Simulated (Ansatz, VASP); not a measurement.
**One calculation of Al2Cu, two programs**

```xyz
6
Lattice="-3.0335 3.0335 2.4385 3.0335 -3.0335 2.4385 3.0335 3.0335 -2.4385" Properties=species:S:1:pos:R:3 pbc="T T T"
Al    3.9927    0.9592    0.0000
Al    2.0743    0.9592    2.4385
Al   -0.9592    2.0743    2.4385
Al    0.9592    2.0743    0.0000
Cu    0.0000    0.0000    3.6578
Cu    0.0000    0.0000    1.2192
```

Alike in both runs: task single point; functional PBEsol; k mesh 6 × 6 × 6; occupations gaussian, width 0.1 eV; no spin polarisation.

```csv
,VASP,Ansatz
version,VASP 6.6.1,Ansatz 0.2.0
potentials or method,"VASP PAW PBE potentials, release 64 (Al, Cu)","scalar-relativistic, plane waves, PAW"
plane-wave cutoff (eV),520,420
valence electrons in the cell,34,50
```

Ansatz gave:

| Item | Value |
| --- | --- |
| gap on the k mesh at the Fermi level (eV) | none |
| pressure (GPa) | -3.5 |
| largest component of the traceless stress (GPa) | 1.43 |
| rms of the force components (eV/Å) | 0.041 |

Task: Which values does VASP return?

Result: gap on the k mesh at the Fermi level (eV): none; pressure (GPa): -3.5; largest component of the traceless stress (GPa): 1.39; rms of the force components (eV/Å): 0.040.

Atom by atom the forces differ by 0.001 eV/Å (rms over components). A gap of «none» marks a metal or a gap that the smearing closes. With one functional, cell and mesh, what is left measures potentials, basis and numerics. The two sets of potentials don't hold the same shells in valence.

Caveats: the PAW data sets were made with another functional, which shifts forces and pressure a little (VASP).
